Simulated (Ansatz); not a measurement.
## BeS (F-43m): G0W0 against its settings

BeS (started from an entry of an open crystallographic database), relaxed with r2SCAN; one-shot G0W0 in Ansatz without spin-orbit coupling. Calculated for a static, non-magnetic cell.

```
CELL_PARAMETERS angstrom
0.00000 2.43431 2.43431
2.43431 0.00000 2.43431
2.43431 2.43431 0.00000
ATOMIC_POSITIONS crystal
Be 0.00000 0.00000 0.00000
S 0.25000 0.25000 0.25000
```

Gaps are read over the mesh points alone. G0W0 here is at a finite number of bands, screening cutoff and k mesh, not at the basis limit.
```
 start       potentials      frequency model   mesh  empty bands  screening cutoff (eV)  Kohn-Sham gap (eV)  G0W0 gap (eV)
   PBE              PAW  contour deformation  6×6×6           65                    100                3.13           4.32
   PBE              PAW  contour deformation  6×6×6          158                    180                3.13           4.49
   PBE              PAW  contour deformation  6×6×6          306                    260                3.13           4.55
 HSE06              PAW  contour deformation  6×6×6          158                    180                4.09           4.90
r2SCAN              PAW  contour deformation  6×6×6          158                    180                3.59           4.73
  PBE0              PAW  contour deformation  6×6×6          158                    180                4.80           5.08
   PBE              PAW     Godby-Needs pole  6×6×6          158                    180                3.13           4.43
   PBE              PAW  contour deformation  8×8×8           46                     80                3.14           4.25
   PBE  norm-conserving  contour deformation  6×6×6          158                    180                3.14           4.48
```

Over the mesh points the PBE gap of 3.13 eV becomes a quasiparticle gap of 4.55 eV (Γ to X), a change of +1.42 eV. Renormalisation factors Z lie between 0.77 and 0.82.

Raising bands and cutoff together moves the gap by +0.17 eV (100 to 180 eV), then +0.06 eV (180 to 260 eV); the last step is still large, so the basis limit isn't reached. Starting from HSE06 (4.09 eV against PBE's 3.13 eV) gives 4.90 eV, +0.41 eV from G0W0@PBE at the same screening cutoff. Starting from r2SCAN (3.59 eV against PBE's 3.13 eV) gives 4.73 eV, +0.24 eV from G0W0@PBE at the same screening cutoff. Starting from PBE0 (4.80 eV against PBE's 3.13 eV) gives 5.08 eV, +0.59 eV from G0W0@PBE at the same screening cutoff. The Godby-Needs plasmon pole differs from contour deformation by -0.06 eV. Norm-conserving potentials (wave cutoff 1800 eV against 420 eV) shift the quasiparticle gap by -0.01 eV and the PBE gap by +0.01 eV. r2SCAN runs take a wave cutoff of 500 eV.
